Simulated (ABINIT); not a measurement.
Runs of ABINIT 10.8.3 (patched build) on TiSe. The structure is hexagonal, space group P6_3/mmc (No. 194). The conventional cell has a = 3.559 Å, b = 3.559 Å, c = 6.220 Å, α = 90.00°, β = 90.00°, γ = 120.00°. Around Se (site symmetry -6m2) lie 6 Ti at 2.58 Å. Ti (site symmetry -3m) has 6 Se at 2.58 Å as nearest neighbours. 

```csv
task,level,potentials or basis,cell,cutoff (eV),cell freedom (optcell),optimiser (ionmov),cutoff smearing ecutsm (Ha),force stop (Ha/bohr),gap on the mesh (eV),pressure (GPa)
relaxation of cell and atoms,LDA,PseudoDojo NC SR LDA v0.4.1 standard,relaxed,1170,2,2,0.5,2e-05,none,0.0
single point,LDA,PseudoDojo NC SR LDA v0.4.1 standard,cell relaxed,1170,-,-,-,-,none,0.0
single point,PBEsol,PseudoDojo NC SR PBEsol v0.4.1 standard,as given,1170,-,-,-,-,none,-0.8
single point,PBEsol,PseudoDojo NC SR PBEsol v0.4.1 standard,as given,1061,-,-,-,-,none,(a)
single point,LDA,PseudoDojo NC SR LDA v0.4.1 standard,as given,1088,-,-,-,-,none,-4.3
```

Alike in all rows: no spin polarisation; k mesh 7 × 7 × 4; smearing fermi-dirac 0.05 eV.

Q: Fill in the values left out.

A: (a) -1.3.

A k mesh can miss the band edges, and the runs leave out spin-orbit coupling on Se.

A gap of «none» marks a metal or a gap under the smearing width.
